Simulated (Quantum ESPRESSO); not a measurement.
# Ge (Cmmm) in Quantum ESPRESSO: single point with PBEsol

Aim: the single point of Ge with PBEsol.

Everything below comes from runs of Quantum ESPRESSO 7.5. Logs are shortened: lines on timing, memory, paths and dates and some standing lists are left out, and cuts for length are marked.

### Step 1. The structure

It takes space group Cmmm (No. 65, orthorhombic). The conventional cell has a = 2.794 Å, b = 5.201 Å, c = 2.698 Å, α = 90.00°, β = 90.00°, γ = 90.00°. Ge (site symmetry mmm) has 8 Ge at 2.70 to 2.95 Å as nearest neighbours.

This isn't the form of Ge at room conditions, which is diamond.

### Step 2. Single point, PBEsol

run.py

```python
import numpy as np
from ase.calculators.espresso import Espresso, EspressoProfile
from ase.io import read

atoms = read('Ge.cif')

input_data = {
    'control': {'calculation': 'scf', 'prefix': 'pwscf', 'outdir': './tmp', 'tprnfor': True, 'tstress': True, 'disk_io': 'nowf'},
    'system': {'ecutwfc': 45.0, 'ecutrho': 360.0, 'nbnd': 13, 'occupations': 'smearing', 'smearing': 'fd', 'degauss': 0.00367493},
    'electrons': {'conv_thr': 2e-10, 'electron_maxstep': 120, 'mixing_beta': 0.5},
}
pseudopotentials = {'Ge': 'ge_pbesol_v1.4.uspp.F.UPF'}
profile = EspressoProfile(command='mpirun -n 2 pw.x -nk 2', pseudo_dir='pseudo')
dft = Espresso(profile=profile, input_data=input_data, pseudopotentials=pseudopotentials, kpts=(11, 11, 10), koffset=(0, 0, 0))
atoms.calc = dft

print(f'energy {atoms.get_potential_energy():.8f} eV')
print('forces (eV/A)')
print(np.round(atoms.get_forces(), 6))
print('stress (eV/A^3, Voigt)')
print(np.round(atoms.get_stress(), 8))
print(f'Fermi level {dft.get_fermi_level():.4f} eV')
```

Ge.cif

```cif
data_Ge
_cell_length_a 2.95206856
_cell_length_b 2.95206856
_cell_length_c 2.69823100
_cell_angle_alpha 90.00000000
_cell_angle_beta 90.00000000
_cell_angle_gamma 123.50542487
_space_group_name_H-M_alt 'P1'
_space_group_name_Hall 'P 1'
_space_group_IT_number 1
loop_
_space_group_symop_operation_xyz
'x,y,z'
loop_
_atom_site_label
_atom_site_type_symbol
_atom_site_symmetry_multiplicity
_atom_site_Wyckoff_symbol
_atom_site_fract_x
_atom_site_fract_y
_atom_site_fract_z
_atom_site_occupancy
Ge1 Ge 1 a 0.5000000000 0.5000000000 0.0000000000 1
```

Potentials or basis: GBRV 1.5 PBEsol.

The run is started by

```console
$ OMP_NUM_THREADS=1 python run.py
```

The program printed:

```text
energy -2900.40290584 eV
forces (eV/A)
[[0. 0. 0.]]
stress (eV/A^3, Voigt)
[ 0.03325475  0.02243794  0.02422926 -0.         -0.         -0.00816977]
Fermi level 10.0588 eV
```

espresso.pwi:

```text
&CONTROL
   calculation      = 'scf'
   tstress          = .true.
   tprnfor          = .true.
   outdir           = './tmp'
   prefix           = 'pwscf'
   disk_io          = 'nowf'
   pseudo_dir       = 'pseudo'
/
&SYSTEM
   nbnd             = 13
   ecutwfc          = 45.0
   ecutrho          = 360.0
   occupations      = 'smearing'
   degauss          = 0.00367493
   smearing         = 'fd'
   ntyp             = 1
   nat              = 1
   ibrav            = 0
/
&ELECTRONS
   electron_maxstep = 120
   conv_thr         = 2e-10
   mixing_beta      = 0.5
/
&IONS
/
&CELL
/
&FCP
/
&RISM
/
ATOMIC_SPECIES
Ge 72.63 ge_pbesol_v1.4.uspp.F.UPF

K_POINTS automatic
11 11 10  0 0 0

CELL_PARAMETERS angstrom
2.95206856000000 0.00000000000000 0.00000000000000
-1.62958889130514 2.46153383650832 0.00000000000000
0.00000000000000 0.00000000000000 2.69823100000000

ATOMIC_POSITIONS angstrom
Ge 0.6612398343 1.2307669183 0.0000000000
```

espresso.pwo:

```text
This program is part of the open-source Quantum ESPRESSO suite
     for quantum simulation of materials; please cite
         "P. Giannozzi et al., J. Phys.:Condens. Matter 21 395502 (2009);
         "P. Giannozzi et al., J. Phys.:Condens. Matter 29 465901 (2017);
         "P. Giannozzi et al., J. Chem. Phys. 152 154105 (2020);
     in publications or presentations arising from this work. More details at

Warning: card &CELL ignored
Warning: card &FCP ignored
Warning: card &RISM ignored

     Message from routine setup:
     using ibrav=0 with symmetry is DISCOURAGED, use correct ibrav instead

     K-points division:     npool     =       2
     Subspace diagonalization in iterative solution of the eigenvalue problem:
     a serial algorithm will be used

     G-vector sticks info
     --------------------
     sticks:   dense  smooth     PW     G-vecs:    dense   smooth      PW
     Sum         739     363    127                15249     5387    1123

     Using Slab Decomposition

     bravais-lattice index     =            0
     lattice parameter (alat)  =       5.5786  a.u.
     unit-cell volume          =     132.3147 (a.u.)^3
     number of atoms/cell      =            1
     number of atomic types    =            1
     number of electrons       =        14.00
     number of Kohn-Sham states=           13
     kinetic-energy cutoff     =      45.0000  Ry
     charge density cutoff     =     360.0000  Ry
     scf convergence threshold =      2.0E-10
     mixing beta               =       0.5000
     number of iterations used =            8  plain     mixing
     Exchange-correlation= SLA  PW   PSX  PSC
                           (   1   4  10   8   0   0   0)

     celldm(1)=   5.578601  celldm(2)=   0.000000  celldm(3)=   0.000000
     celldm(4)=   0.000000  celldm(5)=   0.000000  celldm(6)=   0.000000

     crystal axes: (cart. coord. in units of alat)
               a(1) = (   1.000000   0.000000   0.000000 )
               a(2) = (  -0.552016   0.833834   0.000000 )
               a(3) = (   0.000000   0.000000   0.914014 )

     reciprocal axes: (cart. coord. in units 2 pi/alat)
               b(1) = (  1.000000  0.662022 -0.000000 )
               b(2) = (  0.000000  1.199280  0.000000 )
               b(3) = (  0.000000 -0.000000  1.094076 )

     PseudoPot. # 1 for Ge read from file:
     ge_pbesol_v1.4.uspp.F.UPF
     Pseudo is Ultrasoft + core correction, Zval = 14.0
     Generated by new atomic code, or converted to UPF format
     Using radial grid of  873 points,  6 beta functions with:
                l(1) =   0
                l(2) =   0
                l(3) =   1
                l(4) =   1
                l(5) =   2
                l(6) =   2
     Q(r) pseudized with  8 coefficients,  rinner =    1.400   1.400   1.400
                                                       1.400   1.400

     atomic species   valence    mass     pseudopotential
     Ge               14.00    72.63000     Ge( 1.00)

      4 Sym. Ops., with inversion, found

   Cartesian axes

     site n.     atom                  positions (alat units)
         1        Ge     tau(   1) = (   0.2239920   0.4169168   0.0000000  )

     number of k points=   366  Fermi-Dirac smearing, width (Ry)=  0.0037

     Number of k-points >= 100: set verbosity='high' to print them.

     Dense  grid:    15249 G-vectors     FFT dimensions: (  36,  36,  32)

     Smooth grid:     5387 G-vectors     FFT dimensions: (  24,  24,  24)

     Initial potential from superposition of free atoms

     starting charge      13.9992, renormalised to      14.0000
     Starting wfcs are    9 randomized atomic wfcs +    4 random wfcs

     Self-consistent Calculation

     iteration #  1     ecut=    45.00 Ry     beta= 0.50
     Davidson diagonalization with overlap
     ethr =  1.00E-02,  avg # of iterations =  4.5

     Threshold (ethr) on eigenvalues was too large:
     Diagonalizing with lowered threshold

     Davidson diagonalization with overlap
     ethr =  2.62E-05,  avg # of iterations =  3.7

     total energy              =    -213.17544953 Ry
     estimated scf accuracy    <       0.00372301 Ry

     iteration #  2     ecut=    45.00 Ry     beta= 0.50
     Davidson diagonalization with overlap
     ethr =  2.66E-05,  avg # of iterations =  1.0

     total energy              =    -213.17568531 Ry
     estimated scf accuracy    <       0.00052450 Ry

     iteration #  3     ecut=    45.00 Ry     beta= 0.50
     Davidson diagonalization with overlap
     ethr =  3.75E-06,  avg # of iterations =  1.2

     total energy              =    -213.17569909 Ry
     estimated scf accuracy    <       0.00004434 Ry

     iteration #  4     ecut=    45.00 Ry     beta= 0.50
     Davidson diagonalization with overlap
     ethr =  3.17E-07,  avg # of iterations =  1.1

     total energy              =    -213.17570016 Ry
     estimated scf accuracy    <       0.00000051 Ry

     iteration #  5     ecut=    45.00 Ry     beta= 0.50
     Davidson diagonalization with overlap
     ethr =  3.66E-09,  avg # of iterations =  2.8

     total energy              =    -213.17570029 Ry
     estimated scf accuracy    <       0.00000002 Ry

     iteration #  6     ecut=    45.00 Ry     beta= 0.50
     Davidson diagonalization with overlap
     ethr =  1.76E-10,  avg # of iterations =  2.1

     total energy              =    -213.17570030 Ry
     estimated scf accuracy    <          3.5E-09 Ry

     iteration #  7     ecut=    45.00 Ry     beta= 0.50
     Davidson diagonalization with overlap
     ethr =  2.48E-11,  avg # of iterations =  2.0

     End of self-consistent calculation

     Number of k-points >= 100: set verbosity='high' to print the bands.

     the Fermi energy is    10.0588 ev

!    total energy              =    -213.17570030 Ry
     estimated scf accuracy    <          2.8E-11 Ry
     smearing contrib. (-TS)   =      -0.00029179 Ry
     internal energy E=F+TS    =    -213.17540851 Ry

     The total energy is F=E-TS. E is the sum of the following terms:
     one-electron contribution =    -118.84317536 Ry
     hartree contribution      =      73.23744306 Ry
     xc contribution           =     -57.59678675 Ry
     ewald contribution        =    -109.97288945 Ry

     convergence has been achieved in   7 iterations

     Forces acting on atoms (cartesian axes, Ry/au):

     atom    1 type  1   force =     0.00000000    0.00000000    0.00000000

     Total force =     0.000000     Total SCF correction =     0.000000

     Computing stress (Cartesian axis) and pressure

          total   stress  (Ry/bohr**3)                   (kbar)     P=      -42.68
  -0.00036219   0.00008898   0.00000000          -53.28       13.09        0.00
   0.00008898  -0.00024438   0.00000000           13.09      -35.95        0.00
   0.00000000   0.00000000  -0.00026389            0.00        0.00      -38.82

=------------------------------------------------------------------------------=
   JOB DONE.
=------------------------------------------------------------------------------=
```

Run time: 20 s. Hardware: 2 MPI ranks of Arm Neoverse V1, shared host; peak memory 0.18 GiB.

What came out:

```yaml
Free_energy: -2900.4032 eV
Pressure: -4.3 GPa
Band_gap_on_the_k_mesh: none (metal or under the smearing width)
```

Levels at points of the mesh, in eV from the Fermi level:
```csv
k point,band 4,band 5,band 6,band 7,band 8,band 9,band 10,band 11
"(0.00, 0.00, 0.00)",-24.46,-24.44,-12.83,6.69,7.16,8.67,10.16,12.46
"(0.00, 0.00, -0.50)",-24.51,-24.48,-9.06,-5.66,9.98,11.48,15.97,16.14
```
